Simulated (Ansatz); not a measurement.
# Zn: stress in a strained cell

Aim: deform Zn (xy engineering shear strain of +4 %) and compute stress, forces and field gradients with LAPW, PAW and all-electron datasets made for the crystal.

Program: Ansatz 0.2.0. Level of theory: DFT PBE, scalar-relativistic. These are calculated values, not measurements.

### 1 The structure to begin with

It takes space group P6_3/mmc (No. 194, hexagonal). The conventional cell has a = 2.665 Å, b = 2.665 Å, c = 4.947 Å, α = 90.00°, β = 90.00°, γ = 120.00°. Zn (site symmetry -6m2) is surrounded by 12 Zn at 2.66 to 2.91 Å.

Coordinates:

```
CELL_PARAMETERS angstrom
2.66480 0.00000 0.00000
-1.33240 2.30778 0.00000
0.00000 0.00000 4.94670
ATOMIC_POSITIONS crystal
Zn 0.33333 0.66667 0.25000
Zn 0.66667 0.33333 0.75000
```

Atoms are numbered in the order of the input: Zn1, Zn2.

### 2 After the deformation

Space group P6_3/mmc before, P2_1/m after.

### 3 All-electron LAPW

Contents of input.yaml:

```yaml
crystal:
  lattice:
    - [2.6647980532, 0.0532959611, 0.0]
    - [-1.2862433704, 2.2811348295, 0.0]
    - [0.0, 0.0, 4.9467]
  atoms:
    - { symbol: Zn, position: [0.3333333333, 0.6666666667, 0.25] }
    - { symbol: Zn, position: [0.6666666667, 0.3333333333, 0.75] }
kpoints:
  mp_grid: { grid: [16, 16, 8] }
scf:
  occupations: { method: fermi_dirac, width: 0.03 }
hamiltonian:
  xc: pbe
  pseudopotentials: { kind: all_electron, lapw: { basis_error: 0.00025 } }
output:
  forces: true
  stress: true
  eigenvalues: true
```

Command:

```
$ ansatz run input.yaml --threads 1 --pin off --max-ram 2048MiB --backend cpu --events-out ev --progress --plain --runs-dir out
```

### 4 PAW with frozen cores

input.yaml: that of step 3 with these lines changed.

```diff
@@ -14,3 +14,3 @@
   xc: pbe
-  pseudopotentials: { kind: all_electron, lapw: { basis_error: 0.00025 } }
+  pseudopotentials: { kind: paw }
 output:
@@ -19 +19,2 @@
   eigenvalues: true
+  efg: { contact_densities: true }
```

### 5 All-electron PAW on datasets made for the crystal

input.yaml: that of step 4 with these lines changed.

```diff
@@ -14,3 +14,3 @@
   xc: pbe
-  pseudopotentials: { kind: paw }
+  pseudopotentials: { kind: all_electron, datasets: crystal }
 output:
```

(Steps that only read results are left out.)

**Question.** What will these runs give? Wanted: pressure; largest shear or deviatoric stress.

As calculated:

| quantity | value |
| --- | --- |
| pressure | LAPW -0.18, PAW -0.19, crystal datasets -0.17 GPa |
| largest shear or deviatoric stress (LAPW) | 2.97 GPa |

In words: The largest part of the stress beyond the pressure is 2.97 GPa in size, in the xy component; the atoms are carried along and not relaxed. No run of the undeformed cell stands beside it, so pressure and stress hold what the given cell had before the change, as far as its symmetry allows. PAW: stress within 0.03 GPa of LAPW. Crystal datasets: stress within 0.01 GPa of LAPW.
